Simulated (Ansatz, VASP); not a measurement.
Two plane-wave programs on Al

INCAR

```
SYSTEM = Al
  ALGO = Normal
  EDIFF = 1E-7
  ENCUT = 520
  GGA = PE
  ISIF = 2
  ISMEAR = 0
  LASPH = .TRUE.
  LCHARG = .TRUE.
  LELF = .TRUE.
  LREAL = .FALSE.
  LVHAR = .TRUE.
  LWAVE = .FALSE.
  NELM = 100
  PREC = Accurate
  SIGMA = 0.016
```

Contents of KPOINTS:

```
k-points
0
G
  11 11 11
  0 0 0
```

The input POSCAR:

```
Al
1.0
    0.0000000000      2.0248050000      2.0248050000
    2.0248050000      0.0000000000      2.0248050000
    2.0248050000      2.0248050000      0.0000000000
Al
1
Direct
    0.0000000000      0.0000000000      0.0000000000
```

Contents of input.yaml:

```yaml
crystal:
  lattice:
    - [0.0, 2.024805, 2.024805]
    - [2.024805, 0.0, 2.024805]
    - [2.024805, 2.024805, 0.0]
  atoms:
    - { symbol: Al, position: [0.0, 0.0, 0.0] }
hamiltonian:
  xc: pbe
  pseudopotentials: { kind: paw }
kpoints:
  mp_grid: { grid: [11, 11, 11] }
scf:
  occupations: { method: gaussian, width: 0.016 }
output:
  forces: true
  stress: true
  eigenvalues: true
```

Alike in both runs: task single point; functional PBE; k mesh 11 × 11 × 11; occupations gaussian, width 0.016 eV; no spin polarisation.

|  | VASP | Ansatz |
| --- | --- | --- |
| version | VASP 6.6.1 | Ansatz 0.2.0 |
| potentials or method | VASP PAW PBE potentials, release 64 (Al) | Ansatz PAW |
| plane-wave cutoff (eV) | 520 | 420 |
| valence electrons in the cell | 3 | 3 |

|  | VASP | Ansatz | Ansatz less VASP |
| --- | --- | --- | --- |
| gap on the k mesh at the Fermi level (eV) | none | none | - |
| pressure (GPa) | -0.5 | -0.5 | +0.04 |

A gap of «none» marks a metal or a gap that the smearing closes.
